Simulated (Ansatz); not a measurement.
# SnTe: equation of state with PBE

SnTe:

```
Te Sn
1.0
     0.00000    3.15085    3.15085
     3.15085    0.00000    3.15085
     3.15085    3.15085    0.00000
Te Sn
1 1
Direct
  0.50000 0.50000 0.50000
  0.00000 0.00000 0.00000
```

```yaml
Program: Ansatz 0.2.0
Task: equation of state
Functional: PBE
Potentials_or_basis: Ansatz NC
Cutoff: 1120 eV
Density_cutoff: 4480 eV
k_mesh: 7 × 7 × 7
Occupations: fermi-dirac, width 0.05 eV
Spin: no spin polarisation
```

The equilibrium volume is 32.89 Å³/atom, the bulk modulus is 40 GPa and the pressure derivative of the bulk modulus is 4.4.

Energy against volume, from the lowest point:
```csv
volume (Å³/atom),energy (meV/atom)
29.404,56.27
30.030,36.35
30.656,21.25
31.281,10.47
31.907,3.59
32.532,0.21
33.158,0.00
```

All runs of the series together: 22 s on 2 threads of Intel(R) Xeon(R) Platinum 8488C (Sapphire Rapids), on a shared host.

 PBE usually gives volumes a little too large and moduli too small.
